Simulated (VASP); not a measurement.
Input of a VASP 6.6.1 run:

Contents of INCAR:

```
SYSTEM = SrCl2
PREC = Accurate
ENCUT = 600
EDIFF = 1E-7
ISMEAR = 0
SIGMA = 0.02
LREAL = .False.
LASPH = .True.
NELM = 100
ALGO = Normal
ISIF = 3
LWAVE = .False.
LCHARG = .False.
GGA = PS
IBRION = 2
NSW = 100
EDIFFG = -0.005
```

Contents of KPOINTS:

```
Automatic mesh
0
Gamma
  6 6 6
  0 0 0
```

The input POSCAR:

```
SrCl2
1.0
    0.0000000000      3.4855000000      3.4855000000
    3.4855000000      0.0000000000      3.4855000000
    3.4855000000      3.4855000000      0.0000000000
Sr Cl
1 2
Direct
    0.0000000000      0.0000000000      0.0000000000
    0.2500000000      0.2500000000      0.2500000000
    0.7500000000      0.7500000000      0.7500000000
```

Potentials or basis: VASP PAW PBE potentials, release 64 (Sr_sv, Cl).

Command:

```console
$ cat potpaw_PBE.64/Sr_sv/POTCAR potpaw_PBE.64/Cl/POTCAR > POTCAR
$ mpirun -np 1 vasp_std > vasp.out
```

Question: Estimate the space group after relaxing (to 0.05 Å).

Answer: Fm-3m (No. 225).

Question: What does it give for the relaxed volume?

Answer: 27.60 Å³/atom.

Question: Predict the relaxed cell.

Answer: a = 4.892 Å, b = 4.892 Å, c = 4.892 Å, α = 60.00°, β = 60.00°, γ = 60.00°.

Final structure:
```
Sr Cl
1.0
     0.00000    3.45939    3.45939
     3.45939    0.00000    3.45939
     3.45939    3.45939    0.00000
Sr Cl
1 2
Direct
  0.00000 0.00000 0.00000
  0.25000 0.25000 0.25000
  0.75000 0.75000 0.75000
```

Caveat: the PAW data sets were made with another functional, which shifts forces and pressure a little.
